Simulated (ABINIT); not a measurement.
The system is CdSe (Cadmoselite).

```xyz
4
Lattice="4.3000 0.0000 0.0000 -2.1500 3.7239 0.0000 0.0000 0.0000 7.0200" Properties=species:S:1:pos:R:3 pbc="T T T"
Cd    2.1500    1.2413    3.5100
Cd    0.0000    2.4826    0.0000
Se    2.1500    1.2413    6.2127
Se    0.0000    2.4826    2.7027
```

| Quantity | Value |
| --- | --- |
| Program | ABINIT 10.8.3 (patched build) |
| Task | relaxation of cell and atoms |
| Functional | PBE |
| Potentials or basis | JTH PAW PBE v2.0 |
| Cutoff | 599 eV |
| k mesh | 6 × 6 × 3 |
| Occupations | fermi-dirac, width 0.05 eV |
| Spin | no spin polarisation |

At the start: pressure 3.1 GPa; volume 28.10 Å³/atom.

Where does the relaxation end?

Over 13 steps the energy falls by 19.8 meV/atom and the volume is 29.78 Å³/atom (+6.0 %); space group P6_3mc (No. 186, to 0.05 Å).

The path:
| step | energy change (eV) | largest force (eV/Å) | pressure (GPa) | volume (Å³) |
| --- | --- | --- | --- | --- |
| 1 | 0.0000 | 0.2849 | 3.09 | 112.41 |
| 2 | -0.0235 | 0.2411 | 2.52 | 113.47 |
| 3 | -0.0767 | 0.0585 | 0.23 | 118.55 |
| 4 | -0.0776 | 0.0382 | 0.00 | 119.15 |
| 5 | -0.0777 | 0.0327 | -0.04 | 119.26 |
| 6 | -0.0781 | 0.0180 | -0.12 | 119.47 |
| 7 | -0.0786 | 0.0003 | -0.16 | 119.57 |
| 8 | -0.0791 | 0.0151 | -0.11 | 119.46 |
| 9 | -0.0793 | 0.0142 | -0.02 | 119.21 |
| 10 | -0.0793 | 0.0081 | 0.02 | 119.09 |
| 11 | -0.0793 | 0.0048 | 0.03 | 119.08 |
| 12 | -0.0793 | 0.0012 | 0.02 | 119.09 |
| 13 | -0.0793 | 0.0007 | 0.01 | 119.13 |

Final structure:
```
Cd Se
1.0
     4.38469    0.00000    0.00000
    -2.19235    3.79726    0.00000
     0.00000    0.00000    7.15505
Cd Se
2 2
Direct
  0.66667 0.33333 0.50460
  0.33333 0.66667 0.00460
  0.66667 0.33333 0.88040
  0.33333 0.66667 0.38040
```
